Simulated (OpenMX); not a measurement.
The system is Al.

```xyz
1
Lattice="0.0000 2.0248 2.0248 2.0248 0.0000 2.0248 2.0248 2.0248 0.0000" Properties=species:S:1:pos:R:3 pbc="T T T"
Al    0.0000    0.0000    0.0000
```

```yaml
Program: OpenMX 3.8.5
Task: single point
Functional: PBE
Potentials_or_basis: OpenMX 2013 PBE set, Al7.0-s2p2d1, grid cutoff 260 Ry
k_mesh: 11 × 11 × 11
Occupations: fermi-dirac, width 0.05 eV
Spin: no spin polarisation
```

On this cell: pressure -1.8 GPa; band gap on the k mesh none (metal or under the smearing width).

The same run follows on a disturbed copy (cell strained at random at fixed volume):

```
Al
1.0
     0.04789    1.96914    2.02685
     2.04326   -0.00835    2.08310
     2.04058    2.02271   -0.00568
Al
1
Cartesian
  0.0167 0.0547 -0.0153
```

Problem. What does the disturbed cell give?

Solution. The energy (extrapolated to zero smearing) moves by +5.9 meV/atom; pressure -1.6 GPa; band gap on the k mesh none (metal or under the smearing width).

Caveats: the basis of atomic orbitals isn't converged, which shifts pressures, moduli and gaps.
